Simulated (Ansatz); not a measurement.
# MgF2 (Sellaite): the cost of one run

Program: Ansatz 0.2.0. Level of theory: DFT PBE, scalar-relativistic, plane waves, PAW. These are calculated values, not measurements.

## (1) The starting structure

It takes space group P4_2/mnm (No. 136, tetragonal). The conventional cell has a = 4.625 Å, b = 4.625 Å, c = 3.052 Å, α = 90.00°, β = 90.00°, γ = 90.00°. Mg (site symmetry mmm) has 6 F at 1.98 to 2.00 Å as nearest neighbours. F (site symmetry m2m) has 3 Mg at 1.98 to 2.00 Å as nearest neighbours.

As a file:

```cif
data_structure
_symmetry_space_group_name_H-M 'P 1'
_symmetry_Int_Tables_number 1
_cell_length_a 4.6250
_cell_length_b 4.6250
_cell_length_c 3.0520
_cell_angle_alpha 90.000
_cell_angle_beta 90.000
_cell_angle_gamma 90.000
_cell_volume 65.28
loop_
_atom_site_label
_atom_site_type_symbol
_atom_site_fract_x
_atom_site_fract_y
_atom_site_fract_z
_atom_site_occupancy
Mg1 Mg 0.00000 0.00000 0.00000 1
Mg2 Mg 0.50000 0.50000 0.50000 1
F1 F 0.30300 0.30300 0.00000 1
F2 F 0.19700 0.80300 0.50000 1
F3 F 0.69700 0.69700 0.00000 1
F4 F 0.80300 0.19700 0.50000 1
```

The structure comes from the Crystallography Open Database.

(A quick probe on a coarse mesh, which set the mesh and smearing, is not shown.)

## (3) The relaxation

The input, input.yaml:

```yaml
crystal:
  lattice:
    - [4.625, 0.0, 0.0]
    - [0.0, 4.625, 0.0]
    - [0.0, 0.0, 3.052]
  atoms:
    - { symbol: Mg, position: [0.0, 0.0, 0.0] }
    - { symbol: Mg, position: [0.5, 0.5, 0.5] }
    - { symbol: F, position: [0.303, 0.303, 0.0] }
    - { symbol: F, position: [0.197, 0.803, 0.5] }
    - { symbol: F, position: [0.697, 0.697, 0.0] }
    - { symbol: F, position: [0.803, 0.197, 0.5] }
basis:
  ecutwfc: 420
kpoints:
  mp_grid: { grid: [2, 2, 4] }
hamiltonian:
  xc: pbe
scf:
  occupations: { method: gaussian, width: 0.02 }
output:
  forces: true
  stress: true
  eigenvalues: true
  write_density: true
  write_potential: true
  elf: true
  volumetric_format: npy
relax:
  adjacent_minimum: "off"
  f_tol: 0.005
  max_steps: 80
  cell: { stress_tol: 0.05 }
```

Launch:

```
ansatz run input.yaml --threads 1 --pin off --max-ram 2560MiB --backend cpu --events-out ev --progress --plain --runs-dir out
```

Q: Estimate wall time and peak memory on 1 thread of Arm Neoverse V1, shared host.

About 10 s, with a peak of 0.3 GiB.
